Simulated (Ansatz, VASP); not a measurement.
# One calculation of Sb, two programs

```
Sb
1.0
     0.00000    2.43887    2.43887
     2.43887    0.00000    2.43887
     2.43887    2.43887    0.00000
Sb
1
Direct
  0.00000 0.00000 0.00000
```

Alike in both runs: task single point; functional PBE; k mesh 6 × 6 × 6; occupations gaussian, width 0.1 eV; no spin polarisation.

```csv
,VASP,Ansatz
version,VASP 6.6.1,Ansatz 0.2.0
potentials or method,"VASP PAW PBE potentials, release 64 (Sb)","scalar-relativistic, plane waves, PAW"
plane-wave cutoff (eV),520,420
valence electrons in the cell,5,15
```

|  | VASP | Ansatz | Ansatz less VASP |
| --- | --- | --- | --- |
| gap on the k mesh at the Fermi level (eV) | none | none | - |
| pressure (GPa) | -2.8 | -2.7 | +0.13 |

A gap of «none» marks a metal or a gap that the smearing closes. The two sets of potentials don't hold the same shells in valence.

Caveats: the k mesh is coarse (spacing up to 0.37 Å⁻¹), so the values aren't converged. Spin-orbit coupling is left out, which matters for the levels of Sb.
